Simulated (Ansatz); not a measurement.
A 2-atom cell of PbTe started from a crystallographic database, relaxed with r2SCAN, was run in Ansatz under altered settings. All numbers are computed, without spin polarisation but where a row says otherwise.

```
CELL_PARAMETERS angstrom
0.00000 3.26786 3.26786
3.26786 0.00000 3.26786
3.26786 3.26786 0.00000
ATOMIC_POSITIONS crystal
Te 0.50000 0.50000 0.50000
Pb 0.00000 0.00000 0.00000
```

The base run's other keys:
```yaml
kpoints:
  mp_grid: { grid: [4, 4, 4] }
hamiltonian:
  xc: hse06
scf:
  occupations: { method: fixed }
  n_extra_bands: 4
```

It takes 12 iterations with 1363 plane waves at 420 eV and 8 k points, and leaves a mean stress of -0.33 GPa. The gap over this mesh is 1.202 eV. It ran on 4 threads of Arm Neoverse N1, on a shared host.

Outcomes, with energy and stress as changes against the base:
```
                                  setting    outcome  ΔF (meV/atom)  Δ mean stress (GPa)  gap on the mesh (eV)  iterations  wall time
PBE hybrid, exx coeff 0.35, omega 0.5 1/Å  converged              –                 +0.1                 0.999          12       14 s
 PBE hybrid, exx coeff 0.1, omega 0.3 1/Å  converged              –                 +0.6                 0.908          10       13 s
                scf.exx.ecutfock_ratio: 4  converged            0.0                  0.0                 1.202          12       14 s
PBE hybrid, exx coeff -0.2, omega 0.1 1/Å    refused              –                    –                     –           –     0.04 s
                       scf.mixing.ndim: 1  converged            0.0                  0.0                 1.202          13       14 s
```
A dash marks a value that wasn't obtained or can't be compared. Stress is positive in compression. The base took 14 s.

- PBE hybrid, exx coeff 0.35, omega 0.5 1/Å. That is 35 % exact exchange, screened with ω = 0.5 1/Å, against HSE06's 25 % screened at 0.208 1/Å. The mean stress moves by +0.1 GPa and the gap on the mesh by -0.203 eV (to 0.999). Totals of different functionals aren't comparable.
- PBE hybrid, exx coeff 0.1, omega 0.3 1/Å. That is 10 % exact exchange, screened with ω = 0.3 1/Å, against HSE06's 25 % screened at 0.208 1/Å. The mean stress moves by +0.6 GPa and the gap on the mesh by -0.294 eV (to 0.908). Totals of different functionals aren't comparable.
- PBE hybrid, exx coeff -0.2, omega 0.1 1/Å. The program doesn't start. Error: invalid value for `hamiltonian.xc.exx.coeff`: must be finite and in (0, 1]; got -0.2

Within 1 meV an atom, 0.1 GPa and 0.005 eV of the base stay: scf.exx.ecutfock_ratio: 4; scf.mixing.ndim: 1.

Spin-orbit coupling is left out; in compounds of Pb, Bi, Tl or Hg it can lower a gap by up to about 1 eV, split its edges or invert the bands.

The stress of a hybrid is loosely converged in these runs.

The meshes of the hybrids are coarse, so their gaps aren't converged to the digits shown.
